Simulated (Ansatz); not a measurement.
## TaN: comparing deformations

Theory: DFT PBEsol, scalar-relativistic, plane waves, PAW (Ansatz 0.2.0). Settings: plane waves to 420 eV, k-mesh 24×24×20 (Γ-centred), Gaussian smearing 0.15 eV. Spin–orbit coupling is left out, which can shift energies with elements as heavy as these. No spin polarisation. Energies are free energies at this smearing, counted from the undisturbed cell; pressure is positive in compression.

Reference structure (relaxed at this level; this form isn't the usual structure):

```yaml
crystal:
  lattice:
    - [2.92399, 0.00000, 0.00000]
    - [-1.46199, 2.53225, 0.00000]
    - [0.00000, 0.00000, 2.87073]
  atoms:
    - { symbol: Ta, position: [0.33333, 0.66667, 0.50000] }
    - { symbol: N, position: [0.00000, 0.00000, 0.00000] }
```

The cell is strained by ε times a Voigt pattern (xx, yy, zz, yz, xz, xy; engineering shear) with fractional coordinates fixed. τ = (1/V0) dE/dε comes from the stress tensor. Of each scan, only the three points used here are listed.

| pattern | ε | τ (GPa) |
| --- | --- | --- |
| (0, 0, 0, 0, 1, 0) | -0.0125 | -3.19 |
| (0, 0, 0, 0, 1, 0) | 0.0000 | 0.00 |
| (0, 0, 0, 0, 1, 0) | 0.0125 | 3.19 |
| (1, 0, 0, 0, 0, 0) | -0.0050 | -3.42 |
| (1, 0, 0, 0, 0, 0) | 0.0000 | 0.00 |
| (1, 0, 0, 0, 0, 0) | 0.0050 | 3.30 |

Problem. Which constants do the scans give, and which deformation costs least for the same size of strain tensor?

Solution. The slope dτ/dε at zero (parabola through three points) is pᵀCp: (0, 0, 0, 0, 1, 0) gives C55 = 256 GPa; (1, 0, 0, 0, 0, 0) gives C11 = 672 GPa. The size of the strain tensor, ε:ε, is ε² times 0.5, 1.0. Per unit of it the stiffnesses are 511, 672 GPa, so (0, 0, 0, 0, 1, 0) is the softest of these: at ε:ε = (1 %)² the quadratic term costs 1.69 meV/atom against 2.23 for the stiffest. These are clamped-ion values.

Forces appear on the atoms along this scan, and letting them relax would lower the energy and soften the response. In a metal these slopes depend on the k mesh and the smearing.